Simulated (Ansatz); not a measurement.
Input, command and steps of an Ansatz relaxation.

```yaml
crystal:
  lattice:
    - [3.2153541629, 0.0, 0.0]
    - [-1.6076770814, 2.7845783872, 0.0]
    - [0.0, 0.0, 6.0005615853]
  atoms:
    - { symbol: Mo, position: [0.0, 0.0, 0.5] }
    - { symbol: S, position: [0.3333333333, 0.6666666667, 0.2351973172] }
    - { symbol: S, position: [0.6666666667, 0.3333333333, 0.7648026828] }
basis:
  ecutwfc: 420
kpoints:
  mp_grid: { grid: [18, 18, 8] }
hamiltonian:
  xc: pbe
  dispersion: d3bj
scf:
  occupations: { method: gaussian, width: 0.1 }
output:
  forces: true
  stress: true
  eigenvalues: true
relax:
  adjacent_minimum: "off"
  f_tol: 0.01
  max_steps: 30
  cell: { stress_tol: 0.1, fix: [volume] }
```

```bash
ansatz run input.yaml --threads 1 --pin off --max-ram 2560MiB --backend cpu --events-out ev --progress --plain --runs-dir out
```

Level of theory: DFT PBE+D3(BJ), scalar-relativistic, plane waves, PAW in Ansatz.

The volume is held at 1.06 times that of the relaxed cell.

Of 5 frames 4 are shown, positions in Å and forces in eV/Å; the SCF threshold varies from step to step. Steps run on the plane waves of an earlier cell, with a Pulay correction in the pressure. The basis is chosen afresh for the last frame, the zero of the energies, and at times for earlier ones too; energy and pressure step there, also at an unchanged geometry.

```xyz
3
Lattice="3.2154 0.0000 0.0000 -1.6077 2.7846 0.0000 0.0000 0.0000 6.0006" Properties=species:S:1:pos:R:3:forces:R:3 pbc="T T T" step=1 free_energy_over_end_meV_per_atom=5.32 pressure_GPa=-5.16
Mo    0.0000    0.0000    3.0003    0.0000    0.0000    0.0000
S     0.0000    1.8564    1.4113    0.0000    0.0000    0.4218
S     1.6077    0.9282    4.5892    0.0000    0.0000   -0.4218
3
Lattice="3.1920 0.0000 0.0000 -1.5960 2.7643 0.0000 0.0000 0.0000 6.0889" Properties=species:S:1:pos:R:3:forces:R:3 pbc="T T T" step=2 free_energy_over_end_meV_per_atom=0.79 pressure_GPa=-1.05
Mo    0.0000    0.0000    3.0444    0.0000    0.0000    0.0000
S     0.0000    1.8429    1.4814    0.0000    0.0000   -0.1849
S     1.5960    0.9214    4.6074    0.0000    0.0000    0.1849
3
Lattice="3.1890 0.0000 0.0000 -1.5945 2.7617 0.0000 0.0000 0.0000 6.1003" Properties=species:S:1:pos:R:3:forces:R:3 pbc="T T T" step=3 free_energy_over_end_meV_per_atom=0.03 pressure_GPa=-2.04
Mo    0.0000    0.0000    3.0501    0.0000    0.0000    0.0000
S     0.0000    1.8412    1.4740    0.0000    0.0000   -0.0021
S     1.5945    0.9206    4.6263    0.0000    0.0000    0.0021
3
Lattice="3.1856 0.0000 0.0000 -1.5928 2.7588 0.0000 0.0000 0.0000 6.1132" Properties=species:S:1:pos:R:3:forces:R:3 pbc="T T T" step=5 free_energy_over_end_meV_per_atom=0.00 pressure_GPa=-1.97
Mo    0.0000    0.0000    3.0566    0.0000    0.0000    0.0000
S     0.0000    1.8392    1.4783    0.0000    0.0000    0.0012
S     1.5928    0.9196    4.6349    0.0000    0.0000   -0.0012
```

It took 49 s on 1 thread of Intel(R) Xeon(R) Platinum 8488C (Sapphire Rapids), on a shared host, peak memory 0.57 GiB.